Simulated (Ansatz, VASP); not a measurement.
## One calculation of Pb, two programs

The input INCAR:

```
SYSTEM = Pb
  PREC = Accurate
  ENCUT = 520
  EDIFF = 1E-6
  ISMEAR = -1
  SIGMA = 0.1
  LREAL = .FALSE.
  LASPH = .TRUE.
  NELM = 80
  ALGO = Normal
  ISIF = 2
  LWAVE = .FALSE.
  LCHARG = .TRUE.
  GGA = RE
  LELF = .TRUE.
  LVHAR = .TRUE.
  NBANDS = 13
```

File KPOINTS:

```
Automatic mesh
0
G
  12 12 12
  0 0 0
```

Contents of POSCAR:

```
Pb
1.0
   -2.0438380887      2.0438380887      2.0438380887
    2.0438380887     -2.0438380887      2.0438380887
    2.0438380887      2.0438380887     -2.0438380887
Pb
1
Direct
    0.0000000000      0.0000000000      0.0000000000
```

Input for Ansatz:

```yaml
crystal:
  lattice:
    - [-2.0438380887, 2.0438380887, 2.0438380887]
    - [2.0438380887, -2.0438380887, 2.0438380887]
    - [2.0438380887, 2.0438380887, -2.0438380887]
  atoms:
    - { symbol: Pb, position: [0.0, 0.0, 0.0] }
hamiltonian:
  xc: revpbe
  pseudopotentials:
    kind: paw
    azcp:
      Pb: "pseudopotentials/Pb.paw.azcp"
basis:
  ecutwfc: 420
  fft_grid_basis: typed
kpoints:
  mp_grid: { grid: [12, 12, 12], shift: [0, 0, 0] }
magnetization:
  spin_polarized: false
scf:
  occupations: { method: fermi_dirac, width: 0.1 }
  lower_state_search: "off"
output:
  stress: true
  write_density: true
  write_potential: true
  elf: true
  volumetric_format: npy
```

Alike in both runs: task single point; functional revPBE; k mesh 12 × 12 × 12; occupations fermi-dirac, width 0.1 eV; no spin polarisation.

|  | VASP | Ansatz |
| --- | --- | --- |
| version | VASP 6.6.1 | Ansatz 0.2.0 |
| potentials or method | VASP PAW PBE potentials, release 64 (Pb_d) | plane waves (420 eV) with PAW, scalar-relativistic |
| plane-wave cutoff (eV) | 520 | 420 |
| valence electrons in the cell | 14 | 14 |

```csv
,VASP,Ansatz,Ansatz less VASP
pressure (GPa),-1.1,-1.1,+0.04
```

With one functional, cell and mesh, what is left measures potentials, basis and numerics.

Caveats: the PAW data sets were made with another functional, which shifts forces and pressure a little (VASP). The runs have no spin-orbit coupling, so splittings on Pb are missing.
